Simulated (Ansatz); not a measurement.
A run of Ansatz 0.2.0 is set up as follows.

File input.yaml:

```yaml
crystal:
  lattice:
    - [0.0, 3.2319988239, 3.2319988239]
    - [3.2319988239, 0.0, 3.2319988239]
    - [3.2319988239, 3.2319988239, 0.0]
  atoms:
    - { symbol: Te, position: [0.25, 0.25, 0.25] }
    - { symbol: Mg, position: [0.0, 0.0, 0.0] }
hamiltonian:
  xc: blyp
  pseudopotentials: { kind: paw }
  dispersion: d4
kpoints:
  mp_grid: { grid: [7, 7, 7] }
scf:
  occupations: { method: fermi_dirac, width: 0.05 }
output:
  forces: true
  stress: true
  eigenvalues: true
  write_density: true
  write_potential: true
  elf: true
  volumetric_format: npy
relax:
  f_tol: 0.01
  max_steps: 40
  cell: { stress_tol: 0.05 }
```

Potentials or basis: Ansatz PAW.

Run with:

```sh
$ ansatz run input.yaml --threads 2 --pin off --max-ram 5632MiB --backend cpu --events-out ev --progress --plain --runs-dir out
```

(1) Estimate the space group after relaxing (to 0.05 Å).

(2) Predict the relaxed volume.

(3) Estimate the band gap on the k mesh.

(4) Predict the relaxed cell.

Answers

(1) F-43m (No. 216).

(2) 32.95 Å³/atom.

(3) 2.62 eV, direct.

(4) a = 4.534 Å, b = 4.534 Å, c = 4.534 Å, α = 60.00°, β = 60.00°, γ = 60.00°.

Caveat: odd divisions of the mesh miss points on the zone boundary, where band edges often lie, so the gap on the mesh can be too wide; the plane-wave basis is chosen anew once the cell has moved, so the energies of steps on either side of that aren't comparable; spin-orbit coupling is left out, which moves the levels of the heavy elements; the PAW data sets come from PBE, with cores solved anew for the run's functional, which leaves a small shift of forces and pressure.
